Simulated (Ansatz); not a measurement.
## Calculated electrostatic potentials at the N nuclei for Ta₃N₅

Cell: a refined structure from the COD, its atoms then relaxed with PBE in this cell.

Space group Cmcm (No. 63); a = 3.8862, b = 10.2118, c = 10.2624 Å.

| site | Wyckoff | site symmetry | x | y | z |
| --- | --- | --- | --- | --- | --- |
| Ta1 | 4c | m2m | 0.5000 | 0.6983 | 0.2500 |
| Ta3 | 8f | m.. | 0.5000 | 0.6337 | 0.5597 |
| N7 | 4c | m2m | 0.5000 | 0.2637 | 0.2500 |
| N9 | 8f | m.. | 0.5000 | 0.5470 | 0.1200 |
| N13 | 8f | m.. | 0.5000 | 0.8095 | 0.0734 |

One atom of each set is listed; the run and its k-mesh use a cell of 16 atoms with edges of 5.46, 5.46, 10.26 Å.

Level of theory: DFT, PBEsol, plane waves and PAW, scalar-relativistic, 420 eV cutoff, Γ-centred 8×8×3 k-points, Fermi–Dirac smearing 0.02 eV (Ansatz 0.2.0).

The potential at a nucleus is that of all electrons and the other nuclei. A higher potential binds the core electrons more strongly, so differences between sites of one element are the initial-state part of core-level shifts.

Question: Rank the N sites by the potential at the nucleus, lowest first, and give each against the lowest.
A. N13: 4 Ta at 2.03–2.26 Å
B. N7: 4 Ta at 2.05–2.22 Å
C. N9: 3 Ta at 1.95–2.05 Å

Answer: C (0.00 V), A (0.26 V), B (0.49 V).
